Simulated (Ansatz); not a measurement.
AlNi: strain and displacement

```xyz
2
Lattice="2.8810 0.0000 0.0000 0.0000 2.8810 0.0000 0.0000 0.0000 2.8810" Properties=species:S:1:pos:R:3 pbc="T T T"
Al    0.0000    0.0000    0.0000
Ni    1.4405    1.4405    1.4405
```

Atom numbers follow the list: Al1, Ni2.

The conventional cell has a = 2.881 Å, b = 2.881 Å, c = 2.881 Å, α = 90.00°, β = 90.00°, γ = 90.00°. Al (atom 1) has 8 Ni at 2.50 Å as nearest neighbours. Around Ni (atom 2) lie 8 Al at 2.50 Å.

The cell is COD entry 9008802, as deposited and not checked against the literature; nothing was relaxed.

These are results of DFT, PBE, PAW with Ansatz's default frozen-core files, scalar-relativistic (Ansatz 0.2.0), not measurements.

Sampling and basis: a Γ-centred 14×14×14 k mesh, Fermi–Dirac smearing of 0.03 eV, cutoff 420 eV, spin-polarised from start moments Ni2 1.5 μB (the moments died away, and the run ended non-magnetic).

The unchanged cell is at 2.08 GPa.

In a metal, stresses and small energies carry noise from the k mesh.

x, y and z are the Cartesian axes of the cell as listed; fractional coordinates follow a strain, and an engineering shear is twice the off-diagonal strain component.

Question: One change gave: energy change +5.5 meV/atom; stress change (xx, yy, zz, yz, xz, xy) 1.26, 1.26, -2.15, 0.00, 0.00, 0.00 GPa, compression positive. Which change was it?
A. z strained by +4 % at fixed volume
B. atom 2 (Ni) moved by (0.0462, 0.0462, 0.0462) Å
C. z strained by -3 % at fixed volume

Answer: A. For z strained by -3 % at fixed volume: energy change +3.1 meV/atom; stress change (xx, yy, zz, yz, xz, xy) -1.01, -1.01, 2.15, 0.00, 0.00, 0.00 GPa, compression positive. For atom 2 (Ni) moved by (0.0462, 0.0462, 0.0462) Å: energy change +9.6 meV/atom; stress change (xx, yy, zz, yz, xz, xy) 0.43, 0.43, 0.43, 0.31, 0.31, 0.31 GPa, compression positive; change of the force on Ni2 (-0.279, -0.279, -0.279) eV/Å.

Question: What force constant does this one finite step give for Ni2 along its displacement (all its periodic images move with it)?

Answer: k = −ΔF·u/|u|² = 6.05 eV/Å², so the force pulls the atom back.
